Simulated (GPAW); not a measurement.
# CdSe (Cadmoselite): equation of state with vdW-DF2

Crystal: CdSe (Cadmoselite).

```
Cd Se
1.0
     4.30000    0.00000    0.00000
    -2.15000    3.72391    0.00000
     0.00000    0.00000    7.02000
Cd Se
2 2
Direct
  0.66667 0.33333 0.50000
  0.33333 0.66667 0.00000
  0.66667 0.33333 0.88500
  0.33333 0.66667 0.38500
```

```yaml
Program: GPAW 26.7.0
Task: equation of state
Functional: vdW-DF2
Potentials_or_basis: GPAW PAW data sets (gpaw-data 1.2.1)
Cutoff: 600 eV
Basis: pw
k_mesh: 5 × 5 × 3
Occupations: fermi-dirac, width 0.05 eV
Spin: no spin polarisation
Maxiter: 150
Eos_scales: "[0.94, 0.96, 0.98, 1.0, 1.02, 1.04, 1.06]"
```

* Equilibrium volume: 32.59 Å³/atom (rough: see the caveat)
* Bulk modulus at fixed shape and positions: 36 GPa (rough)

Energy against volume, from the lowest point:
```tsv
volume (Å³/atom)	energy (meV/atom)
26.416	164.08
26.978	123.66
27.540	89.04
28.102	59.98
28.665	35.79
29.227	15.88
29.789	0.00
```

Run time: 2.9 min on 1 thread of Intel(R) Xeon(R) Platinum 8259CL CPU @ 2.50GHz (Skylake/Cascade Lake), on a shared host, peak memory 0.46 GiB.

Caveat: the minimum lies outside the volumes run; the cell was scaled at fixed shape and fractional positions, which overstates the stiffness of a crystal with free parameters, most of all of layers and chains; the PAW data sets were made with another functional, which shifts forces and pressure a little.
